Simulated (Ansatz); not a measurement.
O (fcc type) under strong compression

```
O
1.0
     0.00000    1.58900    1.58900
     1.58900    0.00000    1.58900
     1.58900    1.58900    0.00000
O
1
Direct
  0.00000 0.00000 0.00000
```

The cell comes from a relaxation on PAW files under the same functional, begun from a prototype that needn't be the stable phase.

Its volume is scaled at fixed shape and fractional positions.

All numbers are PBE results (scalar-relativistic) from Ansatz 0.2.0, with a Γ-centred 20×20×20 k mesh, Fermi–Dirac smearing of 0.1 eV, no spin polarisation. Methods: LAPW: all electrons, basis error target 1 meV/atom; PAW: frozen-core files, cutoff 420 eV; crystal datasets: all electrons, by PAW datasets that the program makes for each cell; norm-conserving: pseudopotentials, cutoff 1240 eV; PAW (cutoff 600 eV): frozen-core files, cutoff 600 eV.

Energies are extrapolated to zero smearing and count from the unscaled cell; pressure is positive in compression; gaps take the mesh and a band path. No temperature or zero-point motion is included.

```json
{"V/V0": "1.00", "V (Å³/atom)": "8.02", "P LAPW (GPa)": "-0.02", "ΔE LAPW (eV/atom)": "0.000", "P PAW − LAPW (GPa)": "0.01", "ΔE PAW − LAPW (meV/atom)": "0.0"}
{"V/V0": "0.90", "V (Å³/atom)": "7.22", "P LAPW (GPa)": "18.63", "ΔE LAPW (eV/atom)": "0.039", "P PAW − LAPW (GPa)": "-0.02", "ΔE PAW − LAPW (meV/atom)": "-0.1"}
{"V/V0": "0.80", "V (Å³/atom)": "6.42", "P LAPW (GPa)": "51.8", "ΔE LAPW (eV/atom)": "0.205", "P PAW − LAPW (GPa)": "0.17", "ΔE PAW − LAPW (meV/atom)": "0.3"}
{"V/V0": "0.70", "V (Å³/atom)": "5.62", "P LAPW (GPa)": "111.9", "ΔE LAPW (eV/atom)": "0.597", "P PAW − LAPW (GPa)": "0.37", "ΔE PAW − LAPW (meV/atom)": "1.9"}
{"V/V0": "0.60", "V (Å³/atom)": "4.81", "P LAPW (GPa)": "224.7", "ΔE LAPW (eV/atom)": "1.407", "P PAW − LAPW (GPa)": "-0.24", "ΔE PAW − LAPW (meV/atom)": "2.5"}
{"V/V0": "0.50", "V (Å³/atom)": "4.01", "P LAPW (GPa)": "?", "ΔE LAPW (eV/atom)": "3.022", "P PAW − LAPW (GPa)": "-0.84", "ΔE PAW − LAPW (meV/atom)": "-0.1"}
{"V/V0": "0.40", "V (Å³/atom)": "3.21", "P LAPW (GPa)": "932.3", "ΔE LAPW (eV/atom)": "6.306", "P PAW − LAPW (GPa)": "-2.64", "ΔE PAW − LAPW (meV/atom)": "-7.0"}
```

(1) What belongs in the row "0.50", column "P LAPW (GPa)"?

(2) Fit the Vinet equation to the LAPW pressures over the whole range, with residuals weighted by 1/(|P| + 0.03·Pmax).

(3) At the smallest volume, how far do crystal datasets and norm-conserving and PAW (cutoff 600 eV) lie from LAPW in pressure?

(4) How do the Löwdin populations by LAPW change from the unscaled cell to the last row?

Results:

(1) 447.4.

(2) V0 = 8.03 Å³/atom, B0 = 136 GPa and B0′ = 4.92, and the fit misses no point by more than 3.4 GPa. A fit over so wide a range pins B0 less well than one near rest.

(3) crystal datasets: 0.00 GPa; norm-conserving: +1.03 GPa; PAW (cutoff 600 eV): -3.77 GPa, on a LAPW pressure of 932.3 GPa.

(4) O 2s 1.99 → 1.92, O 2p 4.00 → 4.03 electrons an atom. These are projections on the shells that the free atoms fill; 0.01 e a cell lies outside them at the start and 0.05 e at the end.
